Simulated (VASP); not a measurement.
# Vacuum and the quasiparticle gap of a sheet of MoTe2 monolayer

Wanted: the quasiparticle gap of a sheet of MoTe2 monolayer, and how far the repeats disturb it.

Calculated with VASP 6.6.1; PBE, no spin polarisation; plane waves and PAW (Mo_sv, Te), in the first sound run; inputs show where later runs differ.

Report form: the programs' logs are mostly left out.

## (1) The starting structure

The cell holds 3 atoms: 1 Mo and 2 Te. Cell: a = 3.550 Å, b = 3.550 Å, c = 12.000 Å, α = 90.0°, β = 90.0°, γ = 120.0°. Vacuum lies along c.

Structure file:

```xyz
3
Lattice="3.5500 0.0000 0.0000 -1.7750 3.0744 0.0000 0.0000 0.0000 12.0000" Properties=species:S:1:pos:R:3
Mo    0.0000    2.0496    6.0000
Te    1.7750    1.0248    7.8100
Te    1.7750    1.0248    4.1900
```

## (2) Relaxation

The atoms are relaxed first inside the given cell, which is kept (ISIF = 2), since band edges depend on the positions.

INCAR reads:

```
SYSTEM = Te2Mo
PREC = Accurate
ENCUT = 400
EDIFF = 1E-06
NELM = 100
ISMEAR = 0
SIGMA = 0.05
LREAL = .FALSE.
ALGO = Normal
GGA = PE
NBANDS = 19
LASPH = .TRUE.
LWAVE = .FALSE.
LCHARG = .FALSE.
KPAR = 4
IBRION = 2
NSW = 60
ISIF = 2
EDIFFG = -0.01
```

POSCAR reads:

```
Te2Mo
1.0
    3.5500000000      0.0000000000      0.0000000000
   -1.7750000000      3.0743901834      0.0000000000
    0.0000000000      0.0000000000     12.0000000000
Mo Te
1 2
Direct
    0.3333333333      0.6666666667      0.5000000000
    0.6666666667      0.3333333333      0.6508333334
    0.6666666667      0.3333333333      0.3491666666
```

KPOINTS reads:

```
Automatic mesh
0
Gamma
7 7 1
0 0 0
```

The projector-augmented-wave data sets are Mo_sv and Te (PBE family, release 64).

On the command line:

```sh
> mpirun -np 8 vasp_std
```

Elapsed: 8.6 s, on 8 MPI ranks of Intel Xeon Platinum 8259CL at 2.50GHz (Skylake/Cascade Lake), shared host; peak memory 1.5 GiB; 62 s of CPU time.

The run keeps the 12 symmetry operations of its start, so it cannot find a distortion of lower symmetry.

No atom moved by 0.005 Å in the relaxation.

Numbers from this step:

```yaml
free_energy_toten: -18.02 eV
fermi_energy: 2.622 eV
```

At PBE, with these data sets, the largest force is down to 0.0040 eV/Å.

## (3) Ground state

This step: PBE, no spin polarisation; plane waves and PAW (Mo_sv_GW, Te_GW) (VASP 6.6.1).

The orbitals come from a self-consistent PBE run with a tight EDIFF and a narrow smearing. KPOINTS_OPT adds the bands along a path, which shows whether the mesh holds the band edges.

INCAR reads:

```
SYSTEM = Te2Mo
PREC = Accurate
ENCUT = 370
EDIFF = 1E-08
NELM = 100
ISMEAR = 0
SIGMA = 0.01
LREAL = .FALSE.
ALGO = Normal
GGA = PE
NBANDS = 19
LASPH = .TRUE.
LORBIT = 11
LWAVE = .TRUE.
LCHARG = .FALSE.
KPAR = 8
```

POSCAR reads:

```
Te2Mo
1.0
    3.5500000000      0.0000000000      0.0000000000
   -1.7750000000      3.0743901834      0.0000000000
    0.0000000000      0.0000000000     12.0000000000
Mo Te
1 2
Direct
    0.3333333333      0.6666666667      0.5000000000
    0.6666666667      0.3333333333      0.6508765971
    0.6666666667      0.3333333333      0.3491234029
```

KPOINTS reads:

```
Automatic mesh
0
Gamma
9 9 1
0 0 0
```

KPOINTS_OPT reads:

```
Line mode
12
Line-mode
Reciprocal
  0.00000000   0.00000000   0.00000000 GAMMA
  0.50000000   0.00000000   0.00000000 M

  0.50000000   0.00000000   0.00000000 M
  0.33333333   0.33333333   0.00000000 K

  0.33333333   0.33333333   0.00000000 K
  0.00000000   0.00000000   0.00000000 GAMMA

  0.00000000   0.00000000   0.00000000 GAMMA
  0.00000000   0.00000000   0.50000000 A

  0.00000000   0.00000000   0.50000000 A
  0.50000000   0.00000000   0.50000000 L

  0.50000000   0.00000000   0.50000000 L
  0.33333333   0.33333333   0.50000000 H

  0.33333333   0.33333333   0.50000000 H
  0.00000000   0.00000000   0.50000000 A

  0.50000000   0.00000000   0.50000000 L
  0.50000000   0.00000000   0.00000000 M

  0.33333333   0.33333333   0.00000000 K
  0.33333333   0.33333333   0.50000000 H
```

Potentials, in the order of the species: Mo_sv_GW and Te_GW (PBE family, release 64).

On the command line:

```sh
> mpirun -np 8 vasp_std
```

Run time: 30 s. Hardware: 8 MPI ranks; peak memory 2 GiB; 3.7 min of CPU time.

This step gave:

```yaml
free_energy_toten: -18.82 eV
fermi_energy: 2.651 eV
least_gap_on_mesh_and_path: 1.090 eV
least_direct_gap_on_mesh_and_path: 1.090 eV
```

The highest empty bands on the path are converged less tightly, to about 0.1 eV. Electronic bands along the path, in eV, zero at the valence-band top; v1 is the highest filled band, c1 the lowest empty one:

```
          point     v4     v3     v2     v1    c1    c2    c3    c4
              Γ  -1.63  -0.87  -0.87  -0.47  3.05  3.05  3.33  3.33
0.55 of the way  -1.76  -1.24  -0.92  -0.84  1.45  2.01  2.31  3.51
              M  -2.27  -1.63  -0.74  -0.31  1.40  1.73  3.26  3.64
0.45 of the way  -2.60  -1.92  -1.61  -0.20  1.40  1.94  2.53  3.58
              K  -2.92  -2.90  -1.72   0.00  1.09  1.87  2.51  4.01
0.45 of the way  -2.58  -1.64  -0.91  -0.52  1.24  1.76  2.00  3.43
              Γ  -1.63  -0.87  -0.87  -0.47  3.05  3.05  3.33  3.33
0.55 of the way  -1.63  -0.87  -0.87  -0.47  3.05  3.05  3.33  3.33
              A  -1.63  -0.87  -0.87  -0.46  3.05  3.05  3.33  3.33
0.45 of the way  -1.57  -1.11  -1.05  -0.71  1.58  2.13  2.27  3.44
              L  -2.27  -1.63  -0.73  -0.31  1.40  1.73  3.25  3.64
0.45 of the way  -2.60  -1.92  -1.61  -0.20  1.40  1.94  2.53  3.57
              H  -2.92  -2.90  -1.72   0.00  1.09  1.87  2.51  4.00
0.45 of the way  -2.58  -1.64  -0.91  -0.52  1.25  1.76  1.99  3.41
              A  -1.63  -0.87  -0.87  -0.46  3.05  3.05  3.33  3.33
      jump to L  -2.27  -1.63  -0.73  -0.31  1.40  1.73  3.25  3.64
0.55 of the way  -2.27  -1.63  -0.74  -0.31  1.40  1.73  3.26  3.64
              M  -2.27  -1.63  -0.74  -0.31  1.40  1.73  3.26  3.64
      jump to K  -2.92  -2.90  -1.72   0.00  1.09  1.87  2.51  4.01
0.45 of the way  -2.92  -2.90  -1.72   0.00  1.09  1.87  2.51  4.01
              H  -2.92  -2.90  -1.72   0.00  1.09  1.87  2.51  4.00
```

The cell has a gap of 1.09 eV on mesh and path. Spin-orbit coupling is left out, which can shift or reorder these edges.

## (4) Empty bands, box 12 Å

ALGO = Exact makes the empty bands from the converged ground state in one step. LOPTICS writes the k-derivatives of the orbitals (WAVEDER), which give the long-wavelength limit of the screening.

INCAR reads:

```
SYSTEM = Te2Mo
PREC = Accurate
ENCUT = 370
ISMEAR = 0
SIGMA = 0.01
LREAL = .FALSE.
GGA = PE
NBANDS = 256
LASPH = .TRUE.
ALGO = Exact
NELM = 1
LWAVE = .TRUE.
LCHARG = .FALSE.
LOPTICS = .TRUE.
NEDOS = 1000
CSHIFT = 0.1
```

POSCAR is that of step 3.

KPOINTS is that of step 3.

On the command line:

```sh
> mpirun -np 8 vasp_std
```

Elapsed: 41 s, on 8 MPI ranks; peak memory 2.5 GiB.

The gap is read on the k-mesh alone, so it is an upper bound where the band edges lie off the mesh.

This step gave:

```yaml
gap_on_the_k_mesh: 1.090 eV
least_direct_gap_on_the_k_mesh: 1.090 eV
```

WAVECAR now holds 256 bands for 26 electrons.

## (5) G0W0, box 12 Å, bands in the sums 256

This step: G0W0 on PBE, no spin polarisation; plane waves and PAW (Mo_sv_GW, Te_GW) (VASP 6.6.1).

G0W0 keeps orbitals and screening fixed and shifts each of the lowest NBANDSGW levels once.

INCAR reads:

```
SYSTEM = Te2Mo
PREC = Accurate
ENCUT = 370
ISMEAR = 0
SIGMA = 0.01
LREAL = .FALSE.
GGA = PE
NBANDS = 256
LASPH = .TRUE.
ALGO = EVGW0
NELMGW = 1
ENCUTGW = 90
NOMEGA = 48
PRECFOCK = Fast
NBANDSGW = 24
LWAVE = .FALSE.
LCHARG = .FALSE.
```

POSCAR is that of step 4.

KPOINTS is that of step 4.

On the command line:

```sh
> mpirun -np 8 vasp_std
```

The job ended after 5.8 min (8 MPI ranks; peak memory 3.1 GiB).

This step gave:

- quasiparticle gap on the mesh: 1.683 eV
- smallest direct quasiparticle gap on the mesh: 1.683 eV
- gap of the starting orbitals on the mesh: 1.090 eV

GW takes the gap from 1.090 to 1.683 eV. The sheet keeps a typed, unrelaxed lattice constant, and the Coulomb interaction between its repeats isn't cut. Spin-orbit coupling is left out. The value holds for 256 bands, ENCUTGW = 90 eV and this mesh, and isn't shown to be converged in them. VASP warns that the automatic setting of its frequency mesh failed and advises more k points, so the value is in doubt.

## (6) Ground state with more vacuum, box 13.5 Å, height 13.5

This step: PBE, no spin polarisation; plane waves and PAW (Mo_sv_GW, Te_GW) (VASP 6.6.1).

The cell is made 13.5 Å high around the same sheet, and the chain is run again; the band count grows with the volume, so that the sums reach the same energy.

INCAR reads:

```
SYSTEM = Te2Mo
PREC = Accurate
ENCUT = 370
EDIFF = 1E-08
NELM = 100
ISMEAR = 0
SIGMA = 0.01
LREAL = .FALSE.
ALGO = Normal
GGA = PE
NBANDS = 19
LASPH = .TRUE.
LORBIT = 11
LWAVE = .TRUE.
LCHARG = .FALSE.
KPAR = 8
```

POSCAR reads:

```
Te2Mo
1.0
    3.5500000000      0.0000000000      0.0000000000
   -1.7750000000      3.0743901834      0.0000000000
    0.0000000000      0.0000000000     13.5000000000
Mo Te
1 2
Direct
    0.3333333333      0.6666666667      0.5000000000
    0.6666666667      0.3333333333      0.6341125308
    0.6666666667      0.3333333333      0.3658874692
```

KPOINTS is that of step 5.

On the command line:

```sh
> mpirun -np 8 vasp_std
```

It took 14 s on 8 MPI ranks; peak memory 2 GiB; 1.8 min of CPU time.

This step gave:

```yaml
fermi_energy: 1.783 eV
```

## (7) Empty bands, box 13.5 Å, height 13.5

The empty bands are made again, for the run that follows.

INCAR reads:

```
SYSTEM = Te2Mo
PREC = Accurate
ENCUT = 370
ISMEAR = 0
SIGMA = 0.01
LREAL = .FALSE.
GGA = PE
NBANDS = 288
LASPH = .TRUE.
ALGO = Exact
NELM = 1
LWAVE = .TRUE.
LCHARG = .FALSE.
LOPTICS = .TRUE.
NEDOS = 1000
CSHIFT = 0.1
```

POSCAR is that of step 6.

KPOINTS is that of step 6.

On the command line:

```sh
> mpirun -np 8 vasp_std
```

Run time: 62 s. Hardware: 8 MPI ranks; peak memory 3 GiB; 7.7 min of CPU time.

WAVECAR now holds 288 bands for 26 electrons.

## (8) G0W0, box 13.5 Å, bands in the sums 288, height 13.5

This step: G0W0 on PBE, no spin polarisation; plane waves and PAW (Mo_sv_GW, Te_GW) (VASP 6.6.1).

G0W0 in the taller cell, at the same response cutoff, frequencies and mesh.

INCAR reads:

```
SYSTEM = Te2Mo
PREC = Accurate
ENCUT = 370
ISMEAR = 0
SIGMA = 0.01
LREAL = .FALSE.
GGA = PE
NBANDS = 288
LASPH = .TRUE.
ALGO = EVGW0
NELMGW = 1
ENCUTGW = 90
NOMEGA = 48
PRECFOCK = Fast
NBANDSGW = 24
LWAVE = .FALSE.
LCHARG = .FALSE.
```

POSCAR is that of step 7.

KPOINTS is that of step 7.

On the command line:

```sh
> mpirun -np 8 vasp_std
```

It took 8.3 min on 8 MPI ranks; peak memory 3.5 GiB.

The gap is now 1.719 eV, +36 meV against the lowest cell. Of the change against the lowest cell, +0 meV is already in the starting gap. The sheet keeps a typed, unrelaxed lattice constant, and the Coulomb interaction between its repeats isn't cut. Spin-orbit coupling is left out. VASP warns that the automatic setting of its frequency mesh failed and advises more k points, so the value is in doubt.

## (9) Ground state with more vacuum, box 15 Å, height 15

This step: PBE, no spin polarisation; plane waves and PAW (Mo_sv_GW, Te_GW) (VASP 6.6.1).

The cell is made 15 Å high around the same sheet, and the chain is run again; the band count grows with the volume, so that the sums reach the same energy.

INCAR reads:

```
SYSTEM = Te2Mo
PREC = Accurate
ENCUT = 370
EDIFF = 1E-08
NELM = 100
ISMEAR = 0
SIGMA = 0.01
LREAL = .FALSE.
ALGO = Normal
GGA = PE
NBANDS = 19
LASPH = .TRUE.
LORBIT = 11
LWAVE = .TRUE.
LCHARG = .FALSE.
KPAR = 8
```

POSCAR reads:

```
Te2Mo
1.0
    3.5500000000      0.0000000000      0.0000000000
   -1.7750000000      3.0743901834      0.0000000000
    0.0000000000      0.0000000000     15.0000000000
Mo Te
1 2
Direct
    0.3333333333      0.6666666667      0.5000000000
    0.6666666667      0.3333333333      0.6207012777
    0.6666666667      0.3333333333      0.3792987223
```

KPOINTS is that of step 8.

On the command line:

```sh
> mpirun -np 8 vasp_std
```

Elapsed: 15 s, on 8 MPI ranks; peak memory 2 GiB; 1.9 min of CPU time.

## (10) Empty bands, box 15 Å, height 15

INCAR reads:

```
SYSTEM = Te2Mo
PREC = Accurate
ENCUT = 370
ISMEAR = 0
SIGMA = 0.01
LREAL = .FALSE.
GGA = PE
NBANDS = 320
LASPH = .TRUE.
ALGO = Exact
NELM = 1
LWAVE = .TRUE.
LCHARG = .FALSE.
LOPTICS = .TRUE.
NEDOS = 1000
CSHIFT = 0.1
```

POSCAR is that of step 9.

KPOINTS is that of step 9.

On the command line:

```sh
> mpirun -np 8 vasp_std
```

It took 66 s on 8 MPI ranks; peak memory 3.5 GiB; 8.6 min of CPU time.

WAVECAR now holds 320 bands for 26 electrons.

## (11) G0W0, box 15 Å, bands in the sums 320, height 15

This step: G0W0 on PBE, no spin polarisation; plane waves and PAW (Mo_sv_GW, Te_GW) (VASP 6.6.1).

INCAR reads:

```
SYSTEM = Te2Mo
PREC = Accurate
ENCUT = 370
ISMEAR = 0
SIGMA = 0.01
LREAL = .FALSE.
GGA = PE
NBANDS = 320
LASPH = .TRUE.
ALGO = EVGW0
NELMGW = 1
ENCUTGW = 90
NOMEGA = 48
PRECFOCK = Fast
NBANDSGW = 24
LWAVE = .FALSE.
LCHARG = .FALSE.
```

POSCAR is that of step 10.

KPOINTS is that of step 10.

On the command line:

```sh
> mpirun -np 8 vasp_std
```

Wall time 7.4 min (8 MPI ranks); peak memory 4 GiB.

The gap is now 1.751 eV, +68 meV against the lowest cell. Of the change against the lowest cell, +0 meV is already in the starting gap. The sheet keeps a typed, unrelaxed lattice constant, and the Coulomb interaction between its repeats isn't cut. Spin-orbit coupling is left out. VASP warns that the automatic setting of its frequency mesh failed and advises more k points, so the value is in doubt.

## (12) Ground state with more vacuum, box 19 Å, height 19

This step: PBE, no spin polarisation; plane waves and PAW (Mo_sv_GW, Te_GW) (VASP 6.6.1).

The cell is made 19 Å high around the same sheet, and the chain is run again; the band count grows with the volume, so that the sums reach the same energy.

INCAR reads:

```
SYSTEM = Te2Mo
PREC = Accurate
ENCUT = 370
EDIFF = 1E-08
NELM = 100
ISMEAR = 0
SIGMA = 0.01
LREAL = .FALSE.
ALGO = Normal
GGA = PE
NBANDS = 19
LASPH = .TRUE.
LORBIT = 11
LWAVE = .TRUE.
LCHARG = .FALSE.
KPAR = 8
```

POSCAR reads:

```
Te2Mo
1.0
    3.5500000000      0.0000000000      0.0000000000
   -1.7750000000      3.0743901834      0.0000000000
    0.0000000000      0.0000000000     19.0000000000
Mo Te
1 2
Direct
    0.3333333333      0.6666666667      0.5000000000
    0.6666666667      0.3333333333      0.5952904824
    0.6666666667      0.3333333333      0.4047095176
```

KPOINTS is that of step 11.

On the command line:

```sh
> mpirun -np 8 vasp_std
```

Wall time 21 s (8 MPI ranks); peak memory 2.4 GiB.

## (13) Empty bands, box 19 Å, height 19

INCAR reads:

```
SYSTEM = Te2Mo
PREC = Accurate
ENCUT = 370
ISMEAR = 0
SIGMA = 0.01
LREAL = .FALSE.
GGA = PE
NBANDS = 408
LASPH = .TRUE.
ALGO = Exact
NELM = 1
LWAVE = .TRUE.
LCHARG = .FALSE.
LOPTICS = .TRUE.
NEDOS = 1000
CSHIFT = 0.1
```

POSCAR is that of step 12.

KPOINTS is that of step 12.

On the command line:

```sh
> mpirun -np 8 vasp_std
```

Run time: 2.6 min. Hardware: 8 MPI ranks; peak memory 4.7 GiB.

WAVECAR now holds 408 bands for 26 electrons.

## (14) G0W0, box 19 Å, bands in the sums 408, height 19

This step: G0W0 on PBE, no spin polarisation; plane waves and PAW (Mo_sv_GW, Te_GW) (VASP 6.6.1).

INCAR reads:

```
SYSTEM = Te2Mo
PREC = Accurate
ENCUT = 370
ISMEAR = 0
SIGMA = 0.01
LREAL = .FALSE.
GGA = PE
NBANDS = 408
LASPH = .TRUE.
ALGO = EVGW0
NELMGW = 1
ENCUTGW = 90
NOMEGA = 48
PRECFOCK = Fast
NBANDSGW = 24
LWAVE = .FALSE.
LCHARG = .FALSE.
```

POSCAR is that of step 13.

KPOINTS is that of step 13.

On the command line:

```sh
> mpirun -np 8 vasp_std
```

Elapsed: 12 min, on 8 MPI ranks; peak memory 5.4 GiB; 1.6 h of CPU time.

The gap is now 1.824 eV, +141 meV against the lowest cell. Of the change against the lowest cell, +0 meV is already in the starting gap. The sheet keeps a typed, unrelaxed lattice constant, and the Coulomb interaction between its repeats isn't cut. Spin-orbit coupling is left out. VASP warns that the automatic setting of its frequency mesh failed and advises more k points, so the value is in doubt.

## (15) Ground state with more vacuum, box 24 Å, height 24

This step: PBE, no spin polarisation; plane waves and PAW (Mo_sv_GW, Te_GW) (VASP 6.6.1).

The cell is made 24 Å high around the same sheet, and the chain is run again; the band count grows with the volume, so that the sums reach the same energy.

INCAR reads:

```
SYSTEM = Te2Mo
PREC = Accurate
ENCUT = 370
EDIFF = 1E-08
NELM = 100
ISMEAR = 0
SIGMA = 0.01
LREAL = .FALSE.
ALGO = Normal
GGA = PE
NBANDS = 19
LASPH = .TRUE.
LORBIT = 11
LWAVE = .TRUE.
LCHARG = .FALSE.
KPAR = 8
```

POSCAR reads:

```
Te2Mo
1.0
    3.5500000000      0.0000000000      0.0000000000
   -1.7750000000      3.0743901834      0.0000000000
    0.0000000000      0.0000000000     24.0000000000
Mo Te
1 2
Direct
    0.3333333333      0.6666666667      0.5000000000
    0.6666666667      0.3333333333      0.5754382985
    0.6666666667      0.3333333333      0.4245617014
```

KPOINTS is that of step 14.

On the command line:

```sh
> mpirun -np 8 vasp_std
```

The job ended after 29 s (8 MPI ranks; peak memory 3 GiB; 3.8 min of CPU time).

## (16) Empty bands, box 24 Å, height 24

INCAR reads:

```
SYSTEM = Te2Mo
PREC = Accurate
ENCUT = 370
ISMEAR = 0
SIGMA = 0.01
LREAL = .FALSE.
GGA = PE
NBANDS = 512
LASPH = .TRUE.
ALGO = Exact
NELM = 1
LWAVE = .TRUE.
LCHARG = .FALSE.
LOPTICS = .TRUE.
NEDOS = 1000
CSHIFT = 0.1
```

POSCAR is that of step 15.

KPOINTS is that of step 15.

On the command line:

```sh
> mpirun -np 8 vasp_std
```

Elapsed: 5.8 min, on 8 MPI ranks; peak memory 6.9 GiB.

WAVECAR now holds 512 bands for 26 electrons.

## (17) G0W0, box 24 Å, bands in the sums 512, height 24

This step: G0W0 on PBE, no spin polarisation; plane waves and PAW (Mo_sv_GW, Te_GW) (VASP 6.6.1).

INCAR reads:

```
SYSTEM = Te2Mo
PREC = Accurate
ENCUT = 370
ISMEAR = 0
SIGMA = 0.01
LREAL = .FALSE.
GGA = PE
NBANDS = 512
LASPH = .TRUE.
ALGO = EVGW0
NELMGW = 1
ENCUTGW = 90
NOMEGA = 48
PRECFOCK = Fast
NBANDSGW = 24
LWAVE = .FALSE.
LCHARG = .FALSE.
```

POSCAR is that of step 16.

KPOINTS is that of step 16.

On the command line:

```sh
> mpirun -np 8 vasp_std
```

Elapsed: 19 min, on 8 MPI ranks; peak memory 7.6 GiB; 2.5 h of CPU time.

The gap is now 1.894 eV, +211 meV against the lowest cell. Of the change against the lowest cell, +0 meV is already in the starting gap. The sheet keeps a typed, unrelaxed lattice constant, and the Coulomb interaction between its repeats isn't cut. Spin-orbit coupling is left out. VASP warns that the automatic setting of its frequency mesh failed and advises more k points, so the value is in doubt.

## (18) Summary

This step: GW series: G0W0 on PBE; plane waves and PAW (VASP 6.6.1).

This step runs nothing: it gathers the runs above.

Gaps by cell height:

```
cell height (Å)  bands  Kohn-Sham gap at PBE (eV)  quasiparticle gap (eV)  direct quasiparticle gap (eV)  cost (core minutes)
             12    256                       1.09                   1.683                          1.683                51.88
           13.5    288                       1.09                   1.719                          1.719                74.55
             15    320                       1.09                   1.751                          1.751                67.61
             19    408                       1.09                   1.824                          1.824                117.9
             24    512                       1.09                   1.894                          1.894                201.6
```

## (19) Outcome

* G0W0 on PBE, 256 bands, ENCUTGW 90 eV, NOMEGA 48, mesh 9×9×1: 1.090 → 1.683 eV

In words: G0W0 gives a quasiparticle gap of 1.683 eV on the mesh in the lowest cell, 0.59 eV over the PBE gap on the same mesh. On mesh and path the starting valence top lies at (0.333, 0.333) and the conduction bottom at (0.333, 0.333), so the starting gap is direct. Both points lie on the GW mesh. From a height of 12 to 24 Å the starting gap changes by +0 meV and the G0W0 gap by +211 meV: the repeated sheets screen one another through the long-range Coulomb interaction, which isn't cut here. A line against one over the height, fitted to all points, misses them by up to 8 meV and gives 2.10 eV at infinite height. Fitted without the tallest cell, the line predicts 1.871 eV for it, against 1.894 eV computed. The in-plane mesh is fixed, and for a sheet its error grows with the height, so the extrapolated value isn't the converged gap of the free sheet. Bands, response cutoff and mesh weren't tested for convergence. Spin-orbit coupling is left out; with Mo and Te in the cell it can split or shift band edges, by an amount that depends on which atoms form them and isn't tested here. VASP warned that the automatic setting of its frequency mesh failed, and advised more k points, in all GW runs. Those values are in doubt. Not tabulated here, as repeats of values shown or as unfit to read for their mesh, reference level or band range: pressures of a box with vacuum or a charge (ground state, ground state with more vacuum, relaxation); gaps (empty bands, relaxation); eps2 curves (empty bands); eps1 curves and static values (empty bands).

[Lines on the potential files, build, host, timing and source positions are cut from VASP's logs without a mark.]

[Logs are printed without paths, hosts, clocks, repeated set-up lines and the standing remarks that a program may print on its own settings, such as how far it seeks lower states.]

[Hosts, paths, dates, database ids (printed as entryN), source tags and the programs' standing remarks are cut or masked in the printed files.]

[Pressures printed for these runs are not shown converged in the cutoff: they can be off by several GPa and have the wrong sign.]
